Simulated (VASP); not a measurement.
Runs of VASP 6.6.1 on GaSe. Symmetry: P6_3/mmc, No. 194, hexagonal system. The conventional cell has a = 3.771 Å, b = 3.771 Å, c = 15.967 Å, α = 90.00°, β = 90.00°, γ = 120.00°. Ga (site symmetry 3m) has 1 Ga at 2.44 Å and 3 Se at 2.48 Å as nearest neighbours. Se (site symmetry 3m) has 3 Ga at 2.48 Å as nearest neighbours. 

| task | level | potentials or basis | spin | cell | k mesh | cutoff (eV) | monkhorst-Pack mesh | gap on the mesh (eV) | pressure (GPa) | largest force (eV/Å) |
| --- | --- | --- | --- | --- | --- | --- | --- | --- | --- | --- |
| band structure | TB-mBJ | VASP PAW PBE potentials, release 64 (Ga_d, Se) | off | P6_3/mmc, 24.58 Å³/atom | 12 × 12 × 2 | 520 | - | 1.86 | - | - |
| band structure | PBE | VASP PAW PBE potentials, release 64 (Ga_d, Se) | SOC, no magnetisation | P6_3/mmc, 24.58 Å³/atom | 12 × 12 × 2 | 520 | - | - | 2.0 | 0.01 |
| relaxation of cell and atoms | PBE+D3(BJ) | VASP PAW PBE potentials, release 64 (Ga_d, Se) | off | relaxed | 12 × 12 × 2 | 600 | - | 0.85 | 0.0 | 0.01 |
| optical spectrum | PBE | VASP PAW PBE potentials, release 64 (Ga_d, Se) | off | P6_3/mmc, 24.58 Å³/atom | 12 × 12 × 2 | 520 | - | 0.85 | 2.0 | 0.01 |
| band structure | PBE | VASP PAW PBE potentials, release 64 (Ga_d, Se) | off | P6_3/mmc, 24.58 Å³/atom | 12 × 12 × 2 | 520 | - | 0.85 | 2.0 | 0.01 |
| dielectric tensor | PBE | VASP PAW PBE potentials, release 64 (Ga_d, Se) | off | P6_3/mmc, 24.58 Å³/atom | 12 × 12 × 3 | 520 | no | 0.85 | - | - |
| band structure | LDA | VASP PAW LDA potentials, release 64 (Ga_d, Se) | off | P6_3/mmc, 24.58 Å³/atom | 12 × 12 × 2 | 520 | - | (a) | -2.6 | 0.31 |

Alike in all rows: smearing gaussian 0.03 eV.

Q: Estimate the missing entries.

A: (a) 0.64.

Caveats: this functional lacks dispersion, which binds the layers, so the pressure and a relaxed spacing across them are unreliable (some runs); the PAW data sets were made with another functional, which shifts forces and pressure a little (some runs); independent-particle spectra lack excitons (some runs); an odd mesh through Γ misses points on the zone boundary, where band edges often lie (some runs).

A k mesh can miss the band edges, and rows without SOC leave out spin-orbit coupling on Ga, Se.
